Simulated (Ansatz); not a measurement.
BaTe (Fm-3m) at 4 levels of theory

One geometry, relaxed with PBE; plane waves with PAW potentials in Ansatz, scalar-relativistic unless the row names spin-orbit coupling. No spin polarisation but for the spin–orbit row. Gaps are the least over mesh and band path; pressure is positive in compression, and isn't given for hybrids.

```cif
data_structure
_symmetry_space_group_name_H-M 'Fm-3m'
_symmetry_Int_Tables_number 225
_cell_length_a 7.0651
_cell_length_b 7.0651
_cell_length_c 7.0651
_cell_angle_alpha 90.000
_cell_angle_beta 90.000
_cell_angle_gamma 90.000
_cell_volume 352.66
loop_
_atom_site_label
_atom_site_type_symbol
_atom_site_symmetry_multiplicity
_atom_site_Wyckoff_symbol
_atom_site_fract_x
_atom_site_fract_y
_atom_site_fract_z
_atom_site_occupancy
Ba1 Ba 4 a 0.00000 0.00000 0.00000 1
Te1 Te 4 b 0.50000 0.00000 0.00000 1
```

```csv
level,cutoff (eV),k mesh,gap (eV),pressure (GPa)
PBE,420,8×8×8,1.66,0.0
```

**Question.** What comes out on the same cell with HSE06, PBE with spin-orbit coupling, LDA?

**Answer.**
```
                       level  cutoff (eV)  k mesh  gap (eV)  pressure (GPa)
                       HSE06          420   4×4×4      2.35               -
PBE with spin-orbit coupling          420   8×8×8      1.39             0.0
                         LDA          420   8×8×8      1.53            -2.5
```

Spin-orbit coupling matters for the bands of heavy elements and enters only rows that name it.

It comes from a database structure that was distorted and then relaxed.
